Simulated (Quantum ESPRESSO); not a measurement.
A run of Quantum ESPRESSO 7.5 is set up as follows.

pw.in

```
&CONTROL
  calculation = 'scf'
  prefix = 'pwscf'
  outdir = './tmp'
  pseudo_dir = './pseudo'
  tprnfor = .true.
  tstress = .true.
  disk_io = 'low'
/
&SYSTEM
  ibrav = 0
  nat = 1
  ntyp = 1
  ecutwfc = 36
  ecutrho = 216
  nbnd = 12
  occupations = 'smearing'
  smearing = 'fd'
  degauss = 0.00367493
/
&ELECTRONS
  conv_thr = 2d-10
  electron_maxstep = 120
  mixing_beta = 0.5
/
ATOMIC_SPECIES
Hf   178.4900 Hf.GGA_PBE-JTH.UPF
CELL_PARAMETERS angstrom
  -1.8050000000    1.8050000000    1.8050000000
   1.8050000000   -1.8050000000    1.8050000000
   1.8050000000    1.8050000000   -1.8050000000
ATOMIC_POSITIONS crystal
Hf     0.0000000000    0.0000000000    0.0000000000
K_POINTS automatic
8 8 8 0 0 0
```

nscf.in

```
&CONTROL
  calculation = 'nscf'
  prefix = 'pwscf'
  outdir = './tmp'
  pseudo_dir = './pseudo'
  disk_io = 'low'
/
&SYSTEM
  ibrav = 0
  nat = 1
  ntyp = 1
  ecutwfc = 36
  ecutrho = 216
  nbnd = 21
  occupations = 'smearing'
  smearing = 'fd'
  degauss = 0.00367493
  nosym = .true.
  noinv = .true.
/
&ELECTRONS
  conv_thr = 1d-09
  electron_maxstep = 120
  mixing_beta = 0.5
  diago_full_acc = .true.
/
ATOMIC_SPECIES
Hf   178.4900 Hf.GGA_PBE-JTH.UPF
CELL_PARAMETERS angstrom
  -1.8050000000    1.8050000000    1.8050000000
   1.8050000000   -1.8050000000    1.8050000000
   1.8050000000    1.8050000000   -1.8050000000
ATOMIC_POSITIONS crystal
Hf     0.0000000000    0.0000000000    0.0000000000
K_POINTS crystal
216
  0.00000000   0.00000000   0.00000000 4.62962963e-03
  0.00000000   0.00000000   0.16666667 4.62962963e-03
  0.00000000   0.00000000   0.33333333 4.62962963e-03
  0.00000000   0.00000000   0.50000000 4.62962963e-03
  0.00000000   0.00000000   0.66666667 4.62962963e-03
  0.00000000   0.00000000   0.83333333 4.62962963e-03
[... 208 lines left out ...]
  0.83333333   0.83333333   0.66666667 4.62962963e-03
  0.83333333   0.83333333   0.83333333 4.62962963e-03
```

Contents of pw2wan.in:

```
&INPUTPP
  prefix = 'pwscf'
  outdir = './tmp'
  seedname = 'w'
  write_mmn = .true.
  write_amn = .true.
/
```

The input bands.in:

```
&CONTROL
  calculation = 'bands'
  prefix = 'pwscf'
  outdir = './tmp'
  pseudo_dir = './pseudo'
  disk_io = 'low'
/
&SYSTEM
  ibrav = 0
  nat = 1
  ntyp = 1
  ecutwfc = 36
  ecutrho = 216
  nbnd = 21
  occupations = 'smearing'
  smearing = 'fd'
  degauss = 0.00367493
/
&ELECTRONS
  conv_thr = 1d-08
  electron_maxstep = 120
  mixing_beta = 0.5
  diago_full_acc = .true.
/
ATOMIC_SPECIES
Hf   178.4900 Hf.GGA_PBE-JTH.UPF
CELL_PARAMETERS angstrom
  -1.8050000000    1.8050000000    1.8050000000
   1.8050000000   -1.8050000000    1.8050000000
   1.8050000000    1.8050000000   -1.8050000000
ATOMIC_POSITIONS crystal
Hf     0.0000000000    0.0000000000    0.0000000000
K_POINTS crystal
56
  0.00000000   0.00000000   0.00000000 1
  0.04166700  -0.04166700   0.04166700 1
  0.08333300  -0.08333300   0.08333300 1
  0.12500000  -0.12500000   0.12500000 1
  0.16666700  -0.16666700   0.16666700 1
  0.20833300  -0.20833300   0.20833300 1
  0.25000000  -0.25000000   0.25000000 1
  0.29166700  -0.29166700   0.29166700 1
  0.33333300  -0.33333300   0.33333300 1
  0.37500000  -0.37500000   0.37500000 1
  0.41666700  -0.41666700   0.41666700 1
  0.45833300  -0.45833300   0.45833300 1
  0.50000000  -0.50000000   0.50000000 1
  0.43750000  -0.43750000   0.50000000 1
  0.37500000  -0.37500000   0.50000000 1
  0.31250000  -0.31250000   0.50000000 1
  0.25000000  -0.25000000   0.50000000 1
  0.18750000  -0.18750000   0.50000000 1
  0.12500000  -0.12500000   0.50000000 1
  0.06250000  -0.06250000   0.50000000 1
  0.00000000   0.00000000   0.50000000 1
  0.00000000   0.00000000   0.43750000 1
  0.00000000   0.00000000   0.37500000 1
  0.00000000   0.00000000   0.31250000 1
  0.00000000   0.00000000   0.25000000 1
  0.00000000   0.00000000   0.18750000 1
  0.00000000   0.00000000   0.12500000 1
  0.00000000   0.00000000   0.06250000 1
  0.00000000   0.00000000   0.00000000 1
  0.02500000   0.02500000   0.02500000 1
  0.05000000   0.05000000   0.05000000 1
  0.07500000   0.07500000   0.07500000 1
  0.10000000   0.10000000   0.10000000 1
  0.12500000   0.12500000   0.12500000 1
  0.15000000   0.15000000   0.15000000 1
  0.17500000   0.17500000   0.17500000 1
  0.20000000   0.20000000   0.20000000 1
  0.22500000   0.22500000   0.22500000 1
  0.25000000   0.25000000   0.25000000 1
  0.27500000   0.17500000   0.27500000 1
  0.30000000   0.10000000   0.30000000 1
  0.32500000   0.02500000   0.32500000 1
  0.35000000  -0.05000000   0.35000000 1
  0.37500000  -0.12500000   0.37500000 1
  0.40000000  -0.20000000   0.40000000 1
  0.42500000  -0.27500000   0.42500000 1
  0.45000000  -0.35000000   0.45000000 1
  0.47500000  -0.42500000   0.47500000 1
  0.50000000  -0.50000000   0.50000000 1
  0.25000000   0.25000000   0.25000000 1
  0.20833300   0.20833300   0.29166700 1
  0.16666700   0.16666700   0.33333300 1
  0.12500000   0.12500000   0.37500000 1
  0.08333300   0.08333300   0.41666700 1
  0.04166700   0.04166700   0.45833300 1
  0.00000000   0.00000000   0.50000000 1
```

File w.win:

```
num_wann = 9
num_bands = 17
guiding_centres = true
dis_froz_max = 15.94
dis_num_iter = 600
dis_mix_ratio = 0.5
dis_conv_tol = 1.0d-9
num_iter = 400
conv_tol = 1.0d-9
conv_window = 4
num_print_cycles = 40
fermi_energy = 13.9441
bands_plot = true
write_hr = true
mp_grid = 6 6 6
exclude_bands = 1-4
begin projections
Hf: s;p;d
end projections
begin unit_cell_cart
ang
 -1.8050000000   1.8050000000   1.8050000000
  1.8050000000  -1.8050000000   1.8050000000
  1.8050000000   1.8050000000  -1.8050000000
end unit_cell_cart
begin atoms_frac
Hf   0.0000000000   0.0000000000   0.0000000000
end atoms_frac
begin kpoint_path
G   0.0000000000   0.0000000000   0.0000000000  H   0.5000000000  -0.5000000000   0.5000000000
H   0.5000000000  -0.5000000000   0.5000000000  N   0.0000000000   0.0000000000   0.5000000000
N   0.0000000000   0.0000000000   0.5000000000  G   0.0000000000   0.0000000000   0.0000000000
G   0.0000000000   0.0000000000   0.0000000000  P   0.2500000000   0.2500000000   0.2500000000
P   0.2500000000   0.2500000000   0.2500000000  H   0.5000000000  -0.5000000000   0.5000000000
P   0.2500000000   0.2500000000   0.2500000000  N   0.0000000000   0.0000000000   0.5000000000
end kpoint_path
bands_num_points = 12
begin kpoints
  0.00000000   0.00000000   0.00000000
  0.00000000   0.00000000   0.16666667
  0.00000000   0.00000000   0.33333333
  0.00000000   0.00000000   0.50000000
  0.00000000   0.00000000   0.66666667
  0.00000000   0.00000000   0.83333333
[... 208 lines left out ...]
  0.83333333   0.83333333   0.66666667
  0.83333333   0.83333333   0.83333333
end kpoints
```

Potentials or basis: JTH 2.0 PBE.

Command:

```sh
$ OMP_NUM_THREADS=1 pw.x -in pw.in > pw.out
$ OMP_NUM_THREADS=1 pw.x -in nscf.in > nscf.out
$ wannier90.x -pp w
$ OMP_NUM_THREADS=1 pw2wannier90.x -in pw2wan.in > pw2wan.out
$ wannier90.x w
$ OMP_NUM_THREADS=1 pw.x -in bands.in > bands.out
```

(1) Estimate the total Wannier spread.

(2) Predict the RMS miss of the Wannier bands.

(3) Estimate the band gap on the k mesh.

Results:

(1) 12.16 Å² over 9 functions.

(2) 0.020 eV.

(3) none (metal or under the smearing width).

Caveat: spin-orbit coupling is left out, which moves the levels of the heavy elements.
